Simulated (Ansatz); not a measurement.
Si: frozen-core PAW against all-electron methods

```
Si
1.0
    -2.19635    2.35386    1.27676
     2.23460   -2.31561    1.27324
     2.26740    2.38314   -1.20571
Si
2
Cartesian
  0.0391 1.2056 1.4381
  2.2666 1.2158 -0.0938
```

Atom numbers follow the list: Si1, Si2.

The cell comes from COD entry 9011656, which wasn't checked; take it as a given geometry. The listed cell was then made from it by scaling, straining or moving an atom.

Levels of theory: DFT, LDA, PAW with Ansatz's default frozen-core files, scalar-relativistic (Ansatz 0.2.0); DFT, LDA, all-electron LAPW, scalar-relativistic (Ansatz 0.2.0).

For PAW: a Γ-centred 16×16×16 k mesh, Fermi–Dirac smearing of 0.05 eV, cutoff 420 eV, no spin polarisation; the PAW files were made with PBE, and the program remakes their frozen cores for this functional. LAPW targets a basis error of 0.5 meV/atom. The Ansatz runs share mesh, smearing and spin set-up. Plane-wave (PAW) pressures include the program's estimate of the Pulay term.

Stress and pressure are positive in compression.

The change that made this cell: equal xy, yz and zx engineering shear strains of +3 %.

PAW results:

```csv
quantity,PAW
pressure (GPa),10.84
stress xx (GPa),10.09
stress yy (GPa),12.61
stress zz (GPa),9.83
stress yz (GPa),-2.19
stress xz (GPa),-1.18
stress xy (GPa),-2.15
"force on Si1, x (eV/Å)",0.087
```

**Question.** What does all-electron LAPW give for the same quantities?

**Answer.** 
| quantity | LAPW |
| --- | --- |
| pressure (GPa) | 10.80 |
| stress xx (GPa) | 10.06 |
| stress yy (GPa) | 12.54 |
| stress zz (GPa) | 9.81 |
| stress yz (GPa) | -2.19 |
| stress xz (GPa) | -1.17 |
| stress xy (GPa) | -2.16 |
| force on Si1, x (eV/Å) | 0.087 |
